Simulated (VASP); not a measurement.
Write the native input for VASP 6.6.1 that does the following.

| Property | Result |
| --- | --- |
| Task | work function |
| Functional | PBE |
| Potentials or basis | VASP PAW PBE potentials, release 64 (Cd, O) |
| Cutoff | 520 eV |
| k mesh | 9 × 9 × 1 |
| Occupations | gaussian, width 0.05 eV |
| Spin | no spin polarisation |
| Dipole correction | yes |
| Further INCAR settings | ALGO = Normal; EDIFF = 1e-06 |

The structure of Cd5O4 lies in POSCAR:

```
Cd5O4
1.0
    3.3207855765      0.0000000000      0.0000000000
   -1.6603927882      2.8758846698      0.0000000000
    0.0000000000      0.0000000000     25.8456402768
Cd O
5 4
Direct
    0.6666666667      0.3333333333      0.2901843375
    0.3333333333      0.6666666667      0.3950921687
    0.0000000000      0.0000000000      0.5000000000
    0.6666666667      0.3333333333      0.6049078313
    0.3333333333      0.6666666667      0.7098156625
    0.0000000000      0.0000000000      0.3426382531
    0.6666666667      0.3333333333      0.4475460844
    0.3333333333      0.6666666667      0.5524539156
    0.0000000000      0.0000000000      0.6573617469
```

The cell isn't the ideal one: the (1 1 1) slab of CdO, cut from the database cell, not relaxed.

The input as run:

INCAR

```
ALGO = Normal
DIPOL = 0.5 0.5 0.500
EDIFF = 1E-6
ENCUT = 520
GGA = PE
IDIPOL = 3
ISIF = 2
ISMEAR = 0
LASPH = T
LCHARG = T
LDIPOL = T
LELF = T
LREAL = F
LVACPOTAV = T
LVHAR = T
LWAVE = F
NELM = 60
PREC = Accurate
SIGMA = 0.05
```

KPOINTS

```
k-points
0
Gamma
  9 9 1
```

Potentials or basis: VASP PAW PBE potentials, release 64 (Cd, O).

Launch:

```console
$ cat potpaw_PBE.64/Cd/POTCAR potpaw_PBE.64/O/POTCAR > POTCAR
$ mpirun -np 1 vasp_std > vasp.out
```

Results of the run:

- Largest force: 0.568 eV/Å
- Band gap on the k mesh: none (metal or under the smearing width)
- Work function of the upper face: 4.02 eV
- Work function of the lower face: 4.02 eV

Wall time 3.4 min on 1 thread of AMD EPYC 9R45 (Zen 5) (shared host), peak memory 0.38 GiB.
